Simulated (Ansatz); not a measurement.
**Ni: tetragonal deformation path**

Computed with DFT PBEsol, scalar-relativistic, plane waves, PAW (Ansatz). Cutoff 420 eV, Γ-centred 32×32×32 k-points, Gaussian smearing of 0.15 eV. Collinear spins, started from moments 0.7 μB in atom order; the magnetic state may not be the lowest. Energies are free energies at this smearing, counted from the undisturbed cell; pressure is positive in compression.

The starting cell (relaxed at this level; with this scan's settings it stands at 0.1 GPa):

```xyz
1
Lattice="0.0000 1.7316 1.7316 1.7316 0.0000 1.7316 1.7316 1.7316 0.0000" Properties=species:S:1:pos:R:3 pbc="T T T"
Ni    0.0000    0.0000    0.0000
```

At fixed volume and fractional coordinates, lengths along (0.000, 0.000, 1.000) are scaled against those across it; ρ is that ratio over its starting value. The cell is metallic on the mesh throughout. At ρ = 0.707 the cell becomes cubic (Im-3m), and there the slope of the energy vanishes by symmetry.

```
    ρ  ΔE (meV/atom) pressure (GPa) moment (μB/cell)
0.707          107.4             1.7              0.51
0.780           89.6               ?                 ?
0.850           52.2             1.2              0.60
1.000            0.0             0.1              0.62
1.200          122.2             3.4              0.56
1.300          263.3             7.7              0.50
1.414              ?            15.6                 ?
```

Task: Give the withheld values.

Result: pressure (GPa) at ρ = 0.780: 1.7; moment (μB/cell) at ρ = 0.780: 0.56; ΔE (meV/atom) at ρ = 1.414: 483.5; moment (μB/cell) at ρ = 1.414: 0.47.

Cost: 7 runs of about 5.8 core-minutes in all, on Intel Xeon Platinum 8488C (Sapphire Rapids) (shared hosts).